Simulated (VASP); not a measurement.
Here is a VASP 6.6.1 calculation.

The input run.py:

```python
from ase.calculators.vasp import Vasp
from ase.dft.bandgap import bandgap
from ase.io import read

atoms = read('POSCAR')
calc = Vasp(
    directory='calc',
    pp='PBE',
    setups='recommended',
    prec='Accurate',
    encut=520,
    ediff=1e-06,
    ismear=-4,
    sigma=0.2,
    lreal=False,
    lasph=True,
    nelm=80,
    algo='Normal',
    isif=2,
    lwave=False,
    lcharg=False,
    lorbit=11,
    lsorbit=True,
    gga_compat=False,
    metagga='LAK',
    lmixtau=True,
    kpts=[6, 6, 6],
    gamma=True,
)
atoms.calc = calc

print('energy (eV):', atoms.get_potential_energy())
print('free energy (eV):', atoms.get_potential_energy(force_consistent=True))
print('forces (eV/A):')
print(atoms.get_forces())
print('stress (eV/A^3, Voigt):', atoms.get_stress())
print('Fermi level (eV):', calc.get_fermi_level())
gap, top, bottom = bandgap(calc)
print('band gap (eV):', gap, 'from (spin, k, band)', top, 'to', bottom)
```

Contents of POSCAR:

```
SnSe
1.0
    0.0000000000      3.0100000000      3.0100000000
    3.0100000000      0.0000000000      3.0100000000
    3.0100000000      3.0100000000      0.0000000000
Sn Se
1 1
Direct
    0.0000000000      0.0000000000      0.0000000000
    0.5000000000      0.5000000000      0.5000000000
```

Potentials or basis: VASP PAW PBE potentials, release 64 (Sn_d, Se).

The run is started by

```console
$ python run.py
```

Problem. What does it give for the pressure?

Solution. 3.6 GPa.

Caveat: the PAW data sets were made with another functional, which shifts forces and pressure a little.
